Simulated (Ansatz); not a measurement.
Starting cell, LaAlO₃ (cubic perovskite):

```
LaAlO3
1.0
    3.81241     0.00000     0.00000
    0.00000     3.81241     0.00000
    0.00000     0.00000     3.81241
La Al O
1 1 3
Direct
  0.50000   0.50000   0.50000
  0.00000   0.00000   0.00000
  0.00000   0.50000   0.00000
  0.50000   0.00000   0.00000
  0.00000   0.00000   0.50000
```

In each cell atom 3 (O, nearest neighbour Al at 1.906 Å; its periodic images, 3.8 Å or more away, move with it) moves by s·(0.000, -1.000, 0.000) (towards the nearest neighbour), the rest being held.

All values below come from PBE (plane waves to 420 eV, PAW, scalar-relativistic; Ansatz, a quantum-chemistry and plane-wave program). k mesh 7×7×7 (Γ-centred), Fermi-Dirac smearing 0.05 eV. Energies are smeared free energies. LaAlO3 is run without spin polarisation. LaAlO3 was relaxed with its symmetry unable to fall. This is a high-temperature form of LaAlO3. The zero of ΔE is the undisplaced structure.

What ΔE (eV/cell) does the calculation give at s (Å) = -0.380, -0.304, -0.228, -0.076, 0.076, 0.152, 0.304, 0.380?


```tsv
s (Å)	ΔE (eV/cell)
-0.380	1.866
-0.304	1.078
-0.228	0.558
-0.076	0.056
0.076	0.056
0.152	0.234
0.304	1.078
0.380	1.866
```

(For displaced atoms, the force is minus the slope of the energy, and its curvature is a force constant, which sets phonon frequencies.)
